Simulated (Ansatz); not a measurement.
One crystal and one scan (scan of one atom of the cell) at two levels, PBEsol (plane waves to 420 eV, PAW, scalar-relativistic; Ansatz, an electronic-structure program) and PBE (plane waves to 420 eV, PAW, scalar-relativistic; Ansatz), each from its own relaxed cell and on its own mesh. The cell shown is that of PBEsol.

Relaxed CsI (CsCl type):

```yaml
crystal:
  lattice:
    - [9.01499, 0.00000, 0.00000]
    - [0.00000, 4.50750, 0.00000]
    - [0.00000, 0.00000, 4.50750]
  atoms:
    - { symbol: Cs, position: [0.00000, 0.00000, 0.00000] }
    - { symbol: Cs, position: [0.50000, 0.00000, 0.00000] }
    - { symbol: I, position: [0.25000, 0.50000, 0.50000] }
    - { symbol: I, position: [0.75000, 0.50000, 0.50000] }
```

In each cell atom 3 (I, nearest neighbour Cs at 3.904 Å; its periodic images, 4.5 Å or more away, move with it) moves by s·(1.000, 0.000, 0.000) (along Cartesian x), the rest being held.

Energies are smeared free energies. CsI was relaxed with its symmetry unable to fall. Spin-orbit coupling is left out, though I is heavy. Percentages come from the unrounded values.

Results of PBEsol:

```
Item                                                                                                                      Result
----------------------------------------------------------------  --------------------------------------------------------------
Lattice constant a (Å)                                                                                                     4.507
Force constant k = d²E/ds² at s = 0 (finite differences) (eV/Å²)                                                            1.46
Shape of the curve                                                a single well with its minimum at or next to zero displacement
```

Estimate the PBE values.


```
quantity                                                            PBE     PBEsol − PBE
----------------------------------------------------------------  -----  ---------------
Lattice constant a (Å)                                            4.667  -0.160 (-3.4 %)
Force constant k = d²E/ds² at s = 0 (finite differences) (eV/Å²)   1.16    +0.30 (+26 %)
```

PBEsol gives the higher value for: force constant k = d²E/ds² at s = 0. PBEsol gives the lower value for: lattice constant a. Both give the same shape of the curve: a single well with its minimum at or next to zero displacement. Neither level is exact: the differences show how much the result hangs on the functional.

(A displaced cell: forces are minus the slopes of the energy, force constants its curvatures, and phonons follow from these.)
